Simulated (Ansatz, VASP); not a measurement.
TiNi in VASP and in Ansatz

```
Ti Ni
1.0
     3.00262    0.00000    0.00000
     0.00000    3.00262    0.00000
     0.00000    0.00000    2.95870
Ti Ni
1 1
Direct
  0.50000 0.50000 0.50000
  0.00000 0.00000 0.00000
```

The cell comes from a database or a generator and needn't be the stable form of this composition.

Alike in both runs: task single point; functional r2SCAN; k mesh 16 × 16 × 12; occupations gaussian, width 0.1 eV; no spin polarisation.

|  | VASP | Ansatz |
| --- | --- | --- |
| version | VASP 6.6.1 | Ansatz 0.2.0 |
| potentials or method | VASP PAW PBE potentials, release 64 (Ti_sv, Ni) | scalar-relativistic, plane waves, PAW |
| plane-wave cutoff (eV) | 520 | 500 |
| valence electrons in the cell | 22 | 30 |

Ansatz gave:

```
gap on the k mesh at the Fermi level (eV) : none
pressure (GPa)                            : 0.0
```

What did VASP give for the same quantities?

gap on the k mesh at the Fermi level (eV): none; pressure (GPa): 0.5.

A gap of «none» marks a metal or a gap that the smearing closes. With one functional, cell and mesh, what is left measures potentials, basis and numerics. The two sets of potentials don't hold the same shells in valence.

Caveats: the PAW data sets were made with another functional, which shifts forces and pressure a little (VASP). Spin polarisation is off, so any magnetic state and its effect on volume and gap are missing.
